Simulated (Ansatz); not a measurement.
Write the native input for Ansatz 0.2.0 that does the following.

```yaml
Task: single point
Functional: PBE
Potentials_or_basis: Ansatz PAW
Cutoff: "420 eV (not typed: the program's choice for these potentials)"
k_mesh: 10 × 10 × 10
Occupations: fermi-dirac, width 0.05 eV
Spin: no spin polarisation
```

The system is HfN.

```
Hf N
1.0
     0.00000    2.25600    2.25600
     2.25600    0.00000    2.25600
     2.25600    2.25600    0.00000
Hf N
1 1
Direct
  0.02558 0.01152 0.98645
  0.48681 0.50285 0.51365
```

The cell isn't the ideal one: atoms moved at random, drawn with an rms of 0.05 Å.

The input as run:

input.yaml

```yaml
crystal:
  lattice:
    - [0.0, 2.256, 2.256]
    - [2.256, 0.0, 2.256]
    - [2.256, 2.256, 0.0]
  atoms:
    - { symbol: Hf, position: [0.025578, 0.011518, -0.01355] }
    - { symbol: "N", position: [0.486813, 0.502851, 0.51365] }
hamiltonian:
  xc: pbe
  pseudopotentials: { kind: paw }
kpoints:
  mp_grid: { grid: [10, 10, 10] }
scf:
  occupations: { method: fermi_dirac, width: 0.05 }
output:
  forces: true
  stress: true
  eigenvalues: true
```

Potentials or basis: Ansatz PAW.

Launch:

```bash
$ ansatz run input.yaml --threads 1 --pin off --max-ram 2560MiB --backend cpu --events-out ev --progress --plain --runs-dir out
```

It gave:

```json
{
  "Pressure": "8.4 GPa",
  "Largest force": "1.401 eV/Å",
  "Band gap on the k mesh": "none (metal or under the smearing width)"
}
```

Caveat: the pressure holds a Pulay correction of +0.5 GPa for the finite cutoff.

Run time: 16 s on 1 thread of Arm Neoverse V2, on a shared host, peak memory 0.51 GiB.
